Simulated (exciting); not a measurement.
Input of an exciting (release sodium) run:

File input.xml:

```xml
<input>
  <title>As</title>
  <structure speciespath="./" tshift="false">
    <crystal scale="1">
      <basevect>5.109218025066 0.000000000000 0.000000000000</basevect>
      <basevect>0.000000000000 5.109218025066 0.000000000000</basevect>
      <basevect>0.000000000000 0.000000000000 5.109218025066</basevect>
    </crystal>
    <species speciesfile="As.xml" rmt="2">
      <atom coord="0.500000000000 0.500000000000 0.500000000000"/>
    </species>
  </structure>
  <groundstate do="fromscratch" ngridk="10 10 10" rgkmax="9" gmaxvr="14" lmaxapw="10" lmaxmat="10" lmaxvr="8" stype="Gaussian" swidth="0.00183747" nempty="8" ValenceRelativity="iora*" epsengy="1e-05" epspot="1e-05" maxscl="60" tforce="true" outputlevel="low">
    <libxc exchange="XC_GGA_X_RPBE" correlation="XC_GGA_C_PBE"/>
  </groundstate>
</input>
```

Potentials or basis: all-electron LAPW+lo, shipped species files, valence relativity iora*.

Command:

```sh
$ OMP_NUM_THREADS=1 exciting_smp
```

(1) Predict the band gap on the k mesh.

Results:

(1) none (metal or under the smearing width).
